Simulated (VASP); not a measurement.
Write the native input for VASP 6.6.1 that does the following.

```yaml
Task: relaxation of cell and atoms
Functional: LDA
Potentials_or_basis: VASP PAW LDA potentials, release 64 (Si, C)
Cutoff: 600 eV
k_mesh: 10 × 10 × 10
Occupations: fermi-dirac, width 0.05 eV
Spin: no spin polarisation
Further_INCAR_settings: ALGO = Normal; EDIFF = 1e-06; NBANDS = 8; ISYM = 1; IBRION = 2; EDIFFG = -0.01; NSW = 60; ISIF = 3
```

The structure of SiC (Moissanite 3C) lies in POSCAR:

```
SiC
1.0
    0.0000000000      2.1790000000      2.1790000000
    2.1790000000      0.0000000000      2.1790000000
    2.1790000000      2.1790000000      0.0000000000
Si C
1 1
Direct
    0.0000000000      0.0000000000      0.0000000000
    0.7500000000      0.7500000000      0.7500000000
```

These files were run (other wordings do the same):

INCAR

```
SYSTEM = SiC
PREC = Accurate
ENCUT = 600
EDIFF = 1E-6
ISMEAR = -1
SIGMA = 0.05
LREAL = .False.
LASPH = .True.
NELM = 60
ALGO = Normal
ISIF = 3
LWAVE = .False.
LCHARG = .False.
IBRION = 2
NSW = 60
EDIFFG = -0.01
NBANDS = 8
ISYM = 1
```

KPOINTS

```
Automatic mesh
0
Gamma
  10 10 10
  0 0 0
```

Potentials or basis: VASP PAW LDA potentials, release 64 (Si, C).

Launch:

```bash
$ cat potpaw_LDA.64/Si/POTCAR potpaw_LDA.64/C/POTCAR > POTCAR
$ mpirun -np 1 vasp_std > vasp.out
```

Results of the run:

| Quantity | Value |
| --- | --- |
| Relaxed volume | 10.15 Å³/atom |
| Relaxed cell | a = 3.062 Å, b = 3.062 Å, c = 3.062 Å, α = 60.00°, β = 60.00°, γ = 60.00° |
| Space group after relaxing (to 0.05 Å) | F-43m (No. 216) |
| Energy gained by relaxing | 2.6 meV/atom |
| Ionic steps | 3 |
| Pressure after relaxing | 0.0 GPa |
| Band gap on the k mesh | 1.29 eV, indirect (least direct gap 4.52 eV) |

Run time: 10 s on 1 thread of Intel(R) Xeon(R) 6975P-C (Granite Rapids), on a shared host, peak memory 0.14 GiB.
